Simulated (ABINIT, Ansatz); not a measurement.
# BeTe (F-43m): bands and cutoff in G0W0 with ABINIT

Wanted: a converged G0W0 gap of BeTe (F-43m), or an estimate of the limit.

Main program and level: ABINIT 10.8.3; PBE and many-body steps on it, plane waves.

**1. Set-up**

It takes space group F-43m (No. 216, cubic). Conventional cell: a = 5.663 Å, b = 5.663 Å, c = 5.663 Å, α = 90.00°, β = 90.00°, γ = 90.00°. Nearest to Be lie 4 Te at 2.45 Å. Nearest to Te lie 4 Be at 2.45 Å. Farther neighbours and most contacts between anions are not listed.

Coordinates:

```cif
data_structure
_symmetry_space_group_name_H-M 'P 1'
_symmetry_Int_Tables_number 1
_cell_length_a 4.0043
_cell_length_b 4.0043
_cell_length_c 4.0043
_cell_angle_alpha 60.000
_cell_angle_beta 60.000
_cell_angle_gamma 60.000
_cell_volume 45.40
loop_
_atom_site_label
_atom_site_type_symbol
_atom_site_fract_x
_atom_site_fract_y
_atom_site_fract_z
_atom_site_occupancy
Be1 Be 0.00000 0.00000 0.00000 1
Te2 Te 0.75000 0.75000 0.75000 1
```

The cell and positions are those that the Materials Project relaxed with its own functionals (PBE, PBE+U or r2SCAN), kept fixed. Spin-orbit coupling is left out unless a step names it.

**2. Empty states on the mesh, 6×6×6 mesh, 425 bands**

This step: ABINIT 10.8.3; DFT, PBE, plane waves, norm-conserving pseudopotentials.

The sums over transitions need many empty states on a uniform mesh; this step solves for them.

The input, run.abi:

```
acell 3*1.0 Angstrom
rprim 
  -0.000000000000 2.831458787600 2.831458787600
  2.831458787600 0.000000000000 2.831458787600
  2.831458787600 2.831458787600 0.000000000000
ntypat 2
znucl 4 52
natom 2
typat 1 2
xred 
  0.000000000000 0.000000000000 0.000000000000
  0.750000000000 0.750000000000 0.750000000000
pp_dirpath "pseudos"
pseudos "Be.upf, Te.upf"
ecut 38
ngkpt 6 6 6
nshiftk 1
shiftk 0 0 0
kptopt 1
chksymbreak 0
irdden 1
istwfk *1
nband 425
prtvol 0
optdriver 6
gwr_task "HDIAGO"
paral_kgb 0
occopt 1
indata_prefix "in"
outdata_prefix "out"
tmpdata_prefix "tmp"
```

Command:

```bash
$ OMP_NUM_THREADS=1 mpirun -n 8 abinit run.abi > log
```

The program printed:

```text
.Version 10.8.3 of ABINIT. v10.8.2 released Aug 2026.

 Symmetries : space group F-4 3 m (#216); Bravais cF (face-center cubic)
[... echo of the input left out ...]
== DATASET  1 ==================================================================
-   mpi_nproc: 8, omp_nthreads: 1 (-1 if OMP is not activated)

--- !DatasetInfo
iteration_state: {dtset: 1, }
dimensions: {natom: 2, nkpt: 16, mband: 425, nsppol: 1, nspinor: 1, nspden: 1, mpw: 3479, }
cutoff_energies: {ecut:  38.0, pawecutdg:  -1.0, }
[...]
Indirect band gap semiconductor
 Fundamental gap:     2.028 (eV)
   VBM:     3.976 (eV) at k: [ 0.0000E+00,  0.0000E+00,  0.0000E+00]
   CBM:     6.004 (eV) at k: [ 5.0000E-01,  5.0000E-01,  0.0000E+00]
 Direct gap:         3.658 (eV) at k: [ 0.0000E+00,  0.0000E+00,  0.0000E+00]

== END DATASET(S) ==============================================================
================================================================================

 -outvars: echo values of variables after computation  --------
           etotal      0.0000000000E+00
            nband         425
             nkpt          16
          spgroup         216
 [... the other variables as echoed above ...]

 Calculation completed.
```

Elapsed: 56 s, on 8 MPI ranks of Arm Neoverse V2, shared host; peak memory 5.6 GiB.

Numbers from this step:

```
gap                                                           : 2.028 eV
k of the valence top                                          : 0, 0, 0
k of the conduction bottom                                    : 0.5, 0.5, 0
least direct gap                                              : 3.658 eV
k points computed                                             : 16
lowest point of the top converged band, above the valence top : 236.7247 eV
```

On this mesh the gap is 2.028 eV.

The density comes from a self-consistent run that is not shown.

**3. Screening, 6×6×6 mesh, 60 bands, screening to 114.3 eV**

The RPA dielectric matrix is built and inverted for each q.

This step: RPA screening on PBE, plane waves, norm-conserving pseudopotentials.

Changes to run.abi since step 2:

```diff
@@ -20,10 +20,11 @@
 chksymbreak 0
-irdden 1
 istwfk *1
-nband 425
-prtvol 0
-optdriver 6
-gwr_task "HDIAGO"
-paral_kgb 0
 occopt 1
+irdwfk 1
+optdriver 3
+nband 60
+ecuteps 4.2
+inclvkb 2
+awtr 1
+symchi 1
 indata_prefix "in"
```

The program printed:

```text
.Version 10.8.3 of ABINIT. v10.8.2 released Aug 2026.

 Symmetries : space group F-4 3 m (#216); Bravais cF (face-center cubic)
[... echo of the input left out ...]
== DATASET  1 ==================================================================
-   mpi_nproc: 8, omp_nthreads: 1 (-1 if OMP is not activated)

--- !DatasetInfo
iteration_state: {dtset: 1, }
dimensions: {natom: 2, nkpt: 16, mband: 60, nsppol: 1, nspinor: 1, nspden: 1, mpw: 3479, }
cutoff_energies: {ecut:  38.0, pawecutdg:  -1.0, }
electrons: {nelect:   2.00000000E+01, charge:   0.00000000E+00, occopt:   1.00000000E+00, tsmear:   1.00000000E-02, }

 SCREENING: Calculation of the susceptibility and dielectric matrices

 Based on a program developped by R.W. Godby, V. Olevano, G. Onida, and L. Reining.
 Incorporated in ABINIT by V. Olevano, G.-M. Rignanese, and M. Torrent.
.Using double precision arithmetic ; gwpc =  8

[... cell and pseudopotentials left out ...]
--------------------------------------------------------------------------------

 ==== K-mesh for the wavefunctions ====
 Number of points in the irreducible wedge :    16
[... list of points left out ...]
 Together with 24 symmetry operations and time-reversal symmetry
 yields   216 points in the full Brillouin Zone.

 ==== Q-mesh for the screening function ====
 Number of points in the irreducible wedge :    16
[... list of points left out ...]
 Together with 24 symmetry operations and time-reversal symmetry
 yields   216 points in the full Brillouin Zone.

 setmesh: FFT mesh size selected  =    27x   27x   27
          total number of points  =        19683

 vcoul_init : cutoff-mode = AUXILIARY_FUNCTION
 q-points for optical limit:   1
     1)      0.000010    0.000020    0.000030

- screening: taking advantage of time-reversal symmetry
- Maximum band index for partially occupied states nbvw = 10
- Remaining bands to be divided among processors   nbcw = 50
- Number of bands treated by each node ~6

 Number of electrons calculated from density =   20.0000; Expected =   20.0000
 average of density, n =  0.065279
 r_s =    1.5407
 omega_plasma =   24.6457 [eV]

 calculating chi0 at frequencies [eV] :
  1    0.000000E+00    0.000000E+00
  2    0.000000E+00    2.464574E+01

--------------------------------------------------------------------------------
  q-point number  1        q = ( 0.000000, 0.000000, 0.000000) [r.l.u.]
--------------------------------------------------------------------------------
[... chi0 elements left out ...]
 For q-point:  0.000010 0.000020 0.000030
  dielectric constant =   7.2787
  dielectric constant without local fields =   8.3826

  Average fulfillment of the sum rule on Im[epsilon] for q-point    1 :     59.73  [%]
[... wings left out ...]
  q-point number  2        q = ( 0.166667, 0.000000, 0.000000) [r.l.u.]
--------------------------------------------------------------------------------
[... chi0 elements left out ...]
  Average fulfillment of the sum rule on Im[epsilon] for q-point    2 :     82.45  [%]

 [... 14 further q-points ...]
```

The job ended after 27 s (8 MPI ranks; peak memory 1.5 GiB; 3.6 min of CPU time).

This step gave:

```yaml
eps_infinity_with_local_fields_on_this_mesh_along_the_program_s_q_direction: 7.279
the_same_without_local_fields: 8.383
plasma_frequency: 24.65 eV
plane_waves_in_the_screening_matrix: 137
```

Local fields lower ε∞ by 13 %.

**4. 60 bands, 114.3 eV**

The self-energy is evaluated for the states that the input lists, and the levels follow from it, in one-shot runs by the linearised quasiparticle equation.

This step: G0W0 on PBE, plane waves, norm-conserving pseudopotentials.

Changes to run.abi since step 3:

```diff
@@ -23,8 +23,17 @@
 irdwfk 1
-optdriver 3
+optdriver 4
 nband 60
+gwcalctyp 0
+ecutsigx 38
+symsigma 1
+nkptgw 2
+kptgw 
+  0.0000000000 0.0000000000 0.0000000000
+  0.5000000000 0.5000000000 0.0000000000
+bdgw 
+  8 13
+  9 12
 ecuteps 4.2
-inclvkb 2
-awtr 1
-symchi 1
+irdscr 1
+ppmodel 1
 indata_prefix "in"
```

The program printed:

```text
.Version 10.8.3 of ABINIT. v10.8.2 released Aug 2026.

 Symmetries : space group F-4 3 m (#216); Bravais cF (face-center cubic)
[... echo of the input left out ...]
== DATASET  1 ==================================================================
-   mpi_nproc: 8, omp_nthreads: 1 (-1 if OMP is not activated)

--- !DatasetInfo
iteration_state: {dtset: 1, }
dimensions: {natom: 2, nkpt: 16, mband: 60, nsppol: 1, nspinor: 1, nspden: 1, mpw: 3479, }
cutoff_energies: {ecut:  38.0, pawecutdg:  -1.0, }
electrons: {nelect:   2.00000000E+01, charge:   0.00000000E+00, occopt:   1.00000000E+00, tsmear:   1.00000000E-02, }

 SIGMA: Calculation of the GW corrections

 Based on a program developped by R.W. Godby, V. Olevano, G. Onida, and L. Reining.
 Incorporated in ABINIT by V. Olevano, G.-M. Rignanese, and M. Torrent.
.Using double precision arithmetic ; gwpc =  8

[... cell and pseudopotentials left out ...]
--------------------------------------------------------------------------------

 ==== K-mesh for the wavefunctions ====
 Number of points in the irreducible wedge :    16
[... list of points left out ...]
 Together with 24 symmetry operations and time-reversal symmetry
 yields   216 points in the full Brillouin Zone.

 ==== Q-mesh for screening function ====
 Number of points in the irreducible wedge :    16
[... list of points left out ...]
 Together with 24 symmetry operations and time-reversal symmetry
 yields   216 points in the full Brillouin Zone.

 vcoul_init : cutoff-mode = AUXILIARY_FUNCTION
 q-points for optical limit:   1
     1)      0.000010    0.000020    0.000030
 setmesh: FFT mesh size selected  =    45x   45x   45
          total number of points  =        91125

 Number of electrons calculated from density =   20.0000; Expected =   20.0000
 average of density, n =  0.065279
 r_s =    1.5407
 omega_plasma =   24.6457 [eV]

 === KS Band Gaps ===
  >>>> For spin  1
   Minimum direct gap =   3.6577 [eV], located at k-point      :   0.0000  0.0000  0.0000
   Fundamental gap    =   2.0277 [eV], Top of valence bands at :   0.0000  0.0000  0.0000
                                       Bottom of conduction at :   0.5000  0.5000  0.0000
 SIGMA fundamental parameters:
 PLASMON POLE MODEL  1
 number of plane-waves for SigmaX                 3479
 number of plane-waves for SigmaC and W            137
 number of plane-waves for wavefunctions          3479
 number of bands                                    60
 number of independent spin polarizations            1
 number of spinorial components                      1
 number of k-points in IBZ                          16
 number of q-points in IBZ                          16
 number of symmetry operations                      24
 number of k-points in BZ                          216
 number of q-points in BZ                          216
 number of frequencies for dSigma/dE                 9
 frequency step for dSigma/dE [eV]                0.25
 number of omega for Sigma on real axis              0
 max omega for Sigma on real axis  [eV]           0.00
 zcut for avoiding poles [eV]                     0.10

 EPSILON^-1 parameters (SCR file):
 dimension of the eps^-1 matrix on file            137
 dimension of the eps^-1 matrix used               137
 number of plane-waves for wavefunctions          3479
 number of bands                                    60
 number of q-points in IBZ                          16
 number of frequencies                               2
 number of real frequencies                          1
 number of imag frequencies                          1

 matrix elements of self-energy operator (all in [eV])

 Perturbative Calculation

--- !SelfEnergy_ee
iteration_state: {dtset: 1, }
kpoint     : [   0.000,    0.000,    0.000, ]
spin       : 1
KS_gap     :    3.658
QP_gap     :    5.233
Delta_QP_KS:    1.575
data: !SigmaeeData |
     Band     E0 <VxcDFT>   SigX SigC(E0)      Z dSigC/dE  Sig(E)    E-E0       E
        8   3.976 -12.492 -15.162   1.409   0.802  -0.247 -13.503  -1.011   2.965
        9   3.976 -12.492 -15.162   1.409   0.802  -0.247 -13.503  -1.011   2.965
       10   3.976 -12.492 -15.162   1.409   0.802  -0.247 -13.503  -1.011   2.965
       11   7.634 -10.191  -5.636  -3.850   0.801  -0.249  -9.627   0.564   8.198
       12   7.634 -10.191  -5.636  -3.850   0.801  -0.249  -9.627   0.564   8.198
       13   7.634 -10.191  -5.636  -3.850   0.801  -0.249  -9.627   0.564   8.198

--- !SelfEnergy_ee
iteration_state: {dtset: 1, }
kpoint     : [   0.500,    0.500,    0.000, ]
spin       : 1
KS_gap     :    4.602
QP_gap     :    5.922
Delta_QP_KS:    1.320
data: !SigmaeeData |
     Band     E0 <VxcDFT>   SigX SigC(E0)      Z dSigC/dE  Sig(E)    E-E0       E
        9   1.402 -11.285 -14.720   2.072   0.786  -0.273 -12.357  -1.071   0.330
       10   1.402 -11.285 -14.720   2.072   0.786  -0.273 -12.357  -1.071   0.330
       11   6.004  -8.757  -4.901  -3.551   0.815  -0.228  -8.508   0.248   6.252
       12   6.690  -9.557  -5.481  -3.575   0.809  -0.237  -9.152   0.405   7.095

== END DATASET(S) ==============================================================
================================================================================

 -outvars: echo values of variables after computation  --------
           etotal      0.0000000000E+00
            nband          60
             nkpt          16
          spgroup         216
 [... the other variables as echoed above ...]

 Calculation completed.
```

It took 4.1 s on 8 MPI ranks; peak memory 1.2 GiB.

Numbers from this step:

```yaml
g0w0_gap_on_the_points_computed: 3.287 eV
starting_gap_on_the_mesh: 2.028 eV
k_of_the_valence_top: 0, 0, 0
k_of_the_conduction_bottom: 0.5, 0.5, 0
z_at_the_valence_top: 0.802
z_at_the_conduction_bottom: 0.815
least_direct_g0w0_gap_on_the_computed_points: 5.233 eV
```

The gap on the mesh goes from 2.03 eV to 3.29 eV, a correction of +1.26 eV.

**5. Screening, 6×6×6 mesh, 176 bands, screening to 212.2 eV**

This step: RPA screening on PBE, plane waves, norm-conserving pseudopotentials.

Changes to run.abi since step 4:

```diff
@@ -23,17 +23,8 @@
 irdwfk 1
-optdriver 4
-nband 60
-gwcalctyp 0
-ecutsigx 38
-symsigma 1
-nkptgw 2
-kptgw 
-  0.0000000000 0.0000000000 0.0000000000
-  0.5000000000 0.5000000000 0.0000000000
-bdgw 
-  8 13
-  9 12
-ecuteps 4.2
-irdscr 1
-ppmodel 1
+optdriver 3
+nband 176
+ecuteps 7.8
+inclvkb 2
+awtr 1
+symchi 1
 indata_prefix "in"
```

The program printed:

```text
.Version 10.8.3 of ABINIT. v10.8.2 released Aug 2026.

 Symmetries : space group F-4 3 m (#216); Bravais cF (face-center cubic)
[... echo of the input left out ...]
== DATASET  1 ==================================================================
-   mpi_nproc: 8, omp_nthreads: 1 (-1 if OMP is not activated)

--- !DatasetInfo
iteration_state: {dtset: 1, }
dimensions: {natom: 2, nkpt: 16, mband: 176, nsppol: 1, nspinor: 1, nspden: 1, mpw: 3479, }
cutoff_energies: {ecut:  38.0, pawecutdg:  -1.0, }
electrons: {nelect:   2.00000000E+01, charge:   0.00000000E+00, occopt:   1.00000000E+00, tsmear:   1.00000000E-02, }

 SCREENING: Calculation of the susceptibility and dielectric matrices

 Based on a program developped by R.W. Godby, V. Olevano, G. Onida, and L. Reining.
 Incorporated in ABINIT by V. Olevano, G.-M. Rignanese, and M. Torrent.
.Using double precision arithmetic ; gwpc =  8

[... cell and pseudopotentials left out ...]
--------------------------------------------------------------------------------

 ==== K-mesh for the wavefunctions ====
 Number of points in the irreducible wedge :    16
[... list of points left out ...]
 Together with 24 symmetry operations and time-reversal symmetry
 yields   216 points in the full Brillouin Zone.

 ==== Q-mesh for the screening function ====
 Number of points in the irreducible wedge :    16
[... list of points left out ...]
 Together with 24 symmetry operations and time-reversal symmetry
 yields   216 points in the full Brillouin Zone.

 setmesh: FFT mesh size selected  =    32x   32x   32
          total number of points  =        32768

 vcoul_init : cutoff-mode = AUXILIARY_FUNCTION
 q-points for optical limit:   1
     1)      0.000010    0.000020    0.000030

- screening: taking advantage of time-reversal symmetry
- Maximum band index for partially occupied states nbvw = 10
- Remaining bands to be divided among processors   nbcw = 166
- Number of bands treated by each node ~20

 Number of electrons calculated from density =   20.0000; Expected =   20.0000
 average of density, n =  0.065279
 r_s =    1.5407
 omega_plasma =   24.6457 [eV]

 calculating chi0 at frequencies [eV] :
  1    0.000000E+00    0.000000E+00
  2    0.000000E+00    2.464574E+01

--------------------------------------------------------------------------------
  q-point number  1        q = ( 0.000000, 0.000000, 0.000000) [r.l.u.]
--------------------------------------------------------------------------------
[... chi0 elements left out ...]
 For q-point:  0.000010 0.000020 0.000030
  dielectric constant =   7.2992
  dielectric constant without local fields =   8.4056

  Average fulfillment of the sum rule on Im[epsilon] for q-point    1 :    107.04  [%]
[... wings left out ...]
  q-point number  2        q = ( 0.166667, 0.000000, 0.000000) [r.l.u.]
--------------------------------------------------------------------------------
[... chi0 elements left out ...]
  Average fulfillment of the sum rule on Im[epsilon] for q-point    2 :    135.49  [%]

 [... 14 further q-points ...]
```

Elapsed: 2.6 min, on 8 MPI ranks; peak memory 3.2 GiB; 21 min of CPU time.

This step gave:

```
ε∞ with local fields, on this mesh, along the program's q direction : 7.299
the same without local fields                                       : 8.406
plasma frequency                                                    : 24.65 eV
plane waves in the screening matrix                                 : 331
```

(Continued in part 2 of 2.)

[Paths, hosts, dates, memory and timing lines, banners, echoed tables and standing remarks are left out of the program output.]

[Logs are printed without paths, hosts, clocks, repeated set-up lines and the standing remarks that a program may print on its own settings, such as how far it seeks lower states.]

[Runs of the session that timed out or met a known fault of the program may be left out.]

[Hosts, paths, dates, database ids (printed as entryN), source tags and the programs' standing remarks are cut or masked in the printed files.]

[G0W0 gaps are taken among the corrected bands and points alone; a level outside them can change the order at an edge.]

[Where Ansatz stands beside ABINIT at settings called matched, ABINIT's density can come from a denser mesh and the files from another edition; pairs whose starting gaps differed by over 0.03 eV were left out, so agreement reads better than it is.]
